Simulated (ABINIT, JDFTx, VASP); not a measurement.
WS2: equilibrium volume by level of theory

```xyz
6
Lattice="3.1800 0.0000 0.0000 -1.5900 2.7540 0.0000 0.0000 0.0000 12.5000" Properties=species:S:1:pos:R:3 pbc="T T T"
W     1.5900    0.9180    9.3750
W     0.0000    1.8360    3.1250
S     1.5900    0.9180    4.6875
S     0.0000    1.8360   10.9375
S     1.5900    0.9180    1.5625
S     0.0000    1.8360    7.8125
```

```csv
rung,level,program and potentials,cutoff (eV),k mesh,equilibrium volume (Å³/atom),notes
LDA,LDA,"ABINIT, JTH PAW LDA v2.0",544,8 × 8 × 3,17.19,-
GGA + dispersion,PBE+D3(BJ),"VASP, PBE PAW files S, W_sv, 600 eV",600,8 × 8 × 4,17.43,-
GGA,PBEsol,"ABINIT, JTH PAW PBE v2.0",544,5 × 5 × 2,17.95,coarse mesh; potentials made for PBE
GGA,PBEsol,"JDFTx, PseudoDojo-SR-PBEsol-0.4.1-standard with smoothed tails",1007,5 × 5 × 2,18.05,coarse mesh
GGA,PBEsol,"VASP, PBE PAW files S, W_sv, 600 eV",600,8 × 8 × 4,17.93,potentials made for PBE
```

Task: relaxation of cell and atoms. All rows: no spin polarisation. Meshes differ between rows, which moves values too. Meshes are those of the run's cell of 6 atoms unless a note names another. Relaxations start from the cell shown or near it and stop with a little pressure left. Runs on faulty files, with rough fits or with known faults for this quantity aren't shown. No row holds spin-orbit coupling.

By rung: LDA 17.19; GGA + dispersion 17.43; GGA 17.93; GGA on coarse meshes 17.95 to 18.05 (Å³/atom).

WS2 is most compact in LDA, at 17.19 Å³/atom, followed by PBE+D3(BJ) at 17.43, while the PBEsol volumes are all larger. The spread probably comes mainly from the spacing between layers. Strong, partly covalent W–S bonds hold each layer together and make it stiff, whereas the layers attract each other only weakly across facing sulfur planes, so a small change in that attraction shifts the volume noticeably.

PBEsol has no explicit long-range dispersion, which fits its larger volumes. PBE by itself normally gives longer bonds than PBEsol, so the smaller PBE+D3(BJ) volume suggests that the added dispersion draws the layers together by more than the change of functional expands them. LDA contains no true dispersion either; its compactness reflects general overbinding, including a spurious attraction between weakly overlapping layers, and is no sign that it describes the interlayer forces correctly. Volume alone can't show how much of each difference lies within the layers and how much between them.
